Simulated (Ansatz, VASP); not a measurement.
## C: VASP beside Ansatz

File INCAR:

```
SYSTEM = C
ALGO     = Normal         ! electronic algorithm
EDIFF    = 1E-6           ! SCF threshold, eV
EDIFFG   = -0.01          ! ionic threshold
ENCUT    = 600            ! plane-wave cutoff, eV
GGA      = PE             ! functional
IBRION   = 2              ! ionic algorithm
ISIF     = 3              ! what is computed and relaxed
ISMEAR   = 0              ! smearing method
LASPH    = .TRUE.         ! aspherical terms in the spheres
LCHARG   = .FALSE.        ! write CHGCAR
LREAL    = .FALSE.        ! projectors in reciprocal space
LWAVE    = .FALSE.        ! write WAVECAR
NELM     = 100            ! most SCF steps
NSW      = 100            ! ionic steps
PREC     = Accurate       ! precision mode
SIGMA    = 0.1            ! smearing width, eV
```

KPOINTS

```
k-points
0
G
  22 22 22
  0 0 0
```

POSCAR

```
C
1.0
   -1.4573983733      1.4573983733      2.9632540511
    1.4573983733     -1.4573983733      2.9632540511
    1.4573983733      1.4573983733     -2.9632540511
C
4
Direct
    0.3750000000      0.0010115832      0.1260115832
    0.7510115832      0.1250000000      0.1260115832
    0.9989884168      0.6250000000      0.8739884168
    0.8750000000      0.2489884168      0.8739884168
```

Input for Ansatz:

```yaml
crystal:
  lattice:
    - [-1.4573983733, 1.4573983733, 2.9632540511]
    - [1.4573983733, -1.4573983733, 2.9632540511]
    - [1.4573983733, 1.4573983733, -2.9632540511]
  atoms:
    - { symbol: C, position: [0.375, 0.0010115832, 0.1260115832] }
    - { symbol: C, position: [0.7510115832, 0.125, 0.1260115832] }
    - { symbol: C, position: [0.9989884168, 0.625, 0.8739884168] }
    - { symbol: C, position: [0.875, 0.2489884168, 0.8739884168] }
basis:
  ecutwfc: 420
kpoints:
  mp_grid: { grid: [22, 22, 22] }
hamiltonian:
  xc: pbe
scf:
  occupations: { method: gaussian, width: 0.1 }
output:
  forces: true
  stress: true
  eigenvalues: true
  write_density: true
  write_potential: true
  elf: true
  volumetric_format: npy
relax:
  adjacent_minimum: "off"
  f_tol: 0.01
  max_steps: 80
  cell: { stress_tol: 0.05 }
```

Alike in both runs: task relaxation of cell and atoms; functional PBE; k mesh 22 × 22 × 22; occupations gaussian, width 0.1 eV; no spin polarisation.

|  | VASP | Ansatz |
| --- | --- | --- |
| version | VASP 6.6.1 | Ansatz 0.2.0 |
| potentials or method | VASP PAW PBE potentials, release 64 (C) | scalar-relativistic, plane waves, PAW |
| plane-wave cutoff (eV) | 600 | 420 |
| valence electrons in the cell | 16 | 16 |

Ansatz gave:

```
gap on the k mesh at the Fermi level, each at its own relaxed structure (eV) : none
relaxed volume (Å³/atom)                                                     : 6.29
relaxed cell length with the largest relative difference (Å)                 : 3.612
```

What did VASP give for the same quantities?

gap on the k mesh at the Fermi level, each at its own relaxed structure (eV): none; relaxed volume (Å³/atom): 6.30; relaxed cell length with the largest relative difference (Å): 3.611.

A gap of «none» marks a metal or a gap that the smearing closes.
